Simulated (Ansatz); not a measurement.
Crystal: NiO.

```
Ni O
1.0
     0.00000    2.08590    2.08590
     2.08590    0.00000    2.08590
     2.08590    2.08590    0.00000
Ni O
1 1
Direct
  0.00000 0.00000 0.00000
  0.50000 0.50000 0.50000
```

- Program: Ansatz 0.2.0
- Task: relaxation of cell and atoms
- Functional: LDA
- Potentials or basis: Ansatz PAW
- Cutoff: 420 eV (not typed: the program's choice for these potentials)
- k mesh: 11 × 11 × 11
- Occupations: fermi-dirac, width 0.05 eV
- Spin: collinear spin, ferromagnetic start
- Starting moments: [1.0, 0.0] μB

At the start: volume 9.08 Å³/atom.

Task: Where does the relaxation end?

Result: It ends after 8 steps and the volume is 8.27 Å³/atom (-8.9 %); space group Fm-3m (No. 225, to 0.05 Å); moment 0.31 μB per cell.

The path:
| step | energy change (eV) | largest force (eV/Å) | volume (Å³) |
| --- | --- | --- | --- |
| 1 | 0.0000 | 0.0000 | 18.15 |
| 2 | -0.0860 | 0.0000 | 17.30 |
| 3 | -0.1153 | 0.0000 | 16.45 |
| 4 | -0.1152 | 0.0000 | 16.58 |
| 5 | -0.1153 | 0.0000 | 16.57 |
| 6 | -0.1086 | 0.0000 | 16.57 |
| 7 | -0.1089 | 0.0000 | 16.54 |
| 8 | -0.1087 | 0.0000 | 16.54 |

Final structure:
```yaml
crystal:
  lattice:
    - [0.00000, 2.02221, 2.02221]
    - [2.02221, 0.00000, 2.02221]
    - [2.02221, 2.02221, 0.00000]
  atoms:
    - { symbol: Ni, position: [0.00000, 0.00000, 0.00000] }
    - { symbol: O, position: [0.50000, 0.50000, 0.50000] }
```

Caveat: the plane-wave basis is chosen anew once the cell has moved, so the energies of steps on either side of that aren't comparable; the pressure holds a Pulay correction of +1.0 GPa for the finite cutoff; the PAW data sets come from PBE, with cores solved anew for the run's functional, which leaves a small shift of forces and pressure.
